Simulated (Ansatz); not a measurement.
Os:

```
CELL_PARAMETERS angstrom
5.10579 0.00000 0.00000
0.00000 4.64450 0.00000
-1.38300 0.00000 4.94462
ATOMIC_POSITIONS crystal
Os 0.86208 0.15804 0.13870
Os 0.13792 0.65804 0.36130
Os 0.13792 0.84196 0.86130
Os 0.86208 0.34196 0.63870
Os 0.39333 0.16179 0.29600
Os 0.60667 0.66179 0.20400
Os 0.60667 0.83821 0.70400
Os 0.39333 0.33821 0.79600
```

This isn't the form of Os at room conditions, which is hcp.

```yaml
Program: Ansatz 0.2.0
Task: single point
Functional: PBE
Potentials_or_basis: Ansatz PAW
Cutoff: "420 eV (not typed: the program's choice for these potentials)"
k_mesh: 6 × 6 × 6
Occupations: fermi-dirac, width 0.05 eV
Spin: no spin polarisation
```

On this cell: pressure 3.8 GPa; largest force 0.027 eV/Å; band gap on the k mesh none (metal or under the smearing width).

The same run follows on a disturbed copy (atoms moved at random, drawn with an rms of 0.05 Å):

```
Os
1.0
     5.10579    0.00000    0.00000
     0.00000    4.64450    0.00000
    -1.38300    0.00000    4.94462
Os
8
Cartesian
  4.2325 0.7188 0.6908
  0.2499 3.0677 1.8148
  -0.4525 3.9571 4.2871
  3.5320 1.6365 3.1387
  1.6094 0.7415 1.4813
  2.8265 3.0993 1.0079
  2.1058 3.8774 3.5173
  0.9099 1.5723 3.9324
```

What changes?

The energy (extrapolated to zero smearing) moves by +13.4 meV/atom; pressure 4.8 GPa; largest force 1.253 eV/Å; band gap on the k mesh none (metal or under the smearing width).

Forces on the atoms (eV/Å):
```
Os  -0.213  0.610  0.005
Os  -0.487  0.104 -0.424
Os  -0.551 -0.775 -0.325
Os  -0.103 -0.655  0.517
Os   0.190  0.444  0.035
Os   0.133 -0.464  0.295
Os   1.017  0.518 -0.519
Os   0.016  0.218  0.415
```

Stress tensor (GPa, compression positive):
```
 4.86  0.33  0.36
 0.33  4.63 -0.15
 0.36 -0.15  4.90
```
